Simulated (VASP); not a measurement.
Crystal: Os.

```
Os
1.0
     2.73410    0.00000    0.00000
    -1.36705    2.36780    0.00000
     0.00000    0.00000    4.31970
Os
2
Direct
  0.66667 0.33333 0.75000
  0.33333 0.66667 0.25000
```

Base run:

- Program: VASP 6.6.1
- Functional: PBE
- Potentials or basis: VASP PAW PBE potentials, release 64 (Os)
- Cutoff: 520 eV
- k mesh: 11 × 11 × 6
- Occupations: gaussian, width 0.026 eV
- Spin: no spin polarisation

Its results: pressure 8.8 GPa.

Task: The run is repeated on the same cell with these changes: functional from PBE to r2SCAN; occupations from gaussian, width 0.026 eV to fermi-dirac, width 0.05 eV. What comes out?

Result: Pressure 2.1 GPa.

Caveats: the PAW data sets were made with another functional, which shifts forces and pressure a little (some runs).
